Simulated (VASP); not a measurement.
Here is a VASP 6.6.1 calculation.

Contents of INCAR:

```
PREC = Accurate
ENCUT = 600
EDIFF = 1E-7
ISMEAR = 0
SIGMA = 0.03
LREAL = F
LASPH = T
NELM = 80
ALGO = Normal
ISIF = 3
LWAVE = F
LCHARG = F
GGA = PS
IBRION = 2
NSW = 90
EDIFFG = -0.005
```

KPOINTS

```
Automatic mesh
0
Gamma
  10 10 10
```

File POSCAR:

```
ZnS                                     
1.0
   -0.0000000000      2.6803314387      2.6803314387
    2.6803314387      0.0000000000      2.6803314387
    2.6803314387      2.6803314387     -0.0000000000
  Zn              S             
     1     1
Direct
     0.2500000000000000    0.2500000000000000    0.2500000000000000
     0.0000000000000000    0.0000000000000000    0.0000000000000000
```

Potentials or basis: VASP PAW PBE potentials, release 64 (Zn, S).

The run is started by

```bash
$ cat potpaw_PBE.64/Zn/POTCAR potpaw_PBE.64/S/POTCAR > POTCAR
$ mpirun -np 1 vasp_std > vasp.out
```

**Question.** Estimate the band gap on the k mesh.

**Answer.** 2.08 eV, direct.

Final structure:
```
CELL_PARAMETERS angstrom
0.00000 2.68033 2.68033
2.68033 0.00000 2.68033
2.68033 2.68033 0.00000
ATOMIC_POSITIONS crystal
Zn 0.25000 0.25000 0.25000
S 0.00000 0.00000 0.00000
```

Caveat: the relaxation stopped at its first step, so nothing moved. PBEsol gaps usually lie below the measured ones, often by a third to a half.
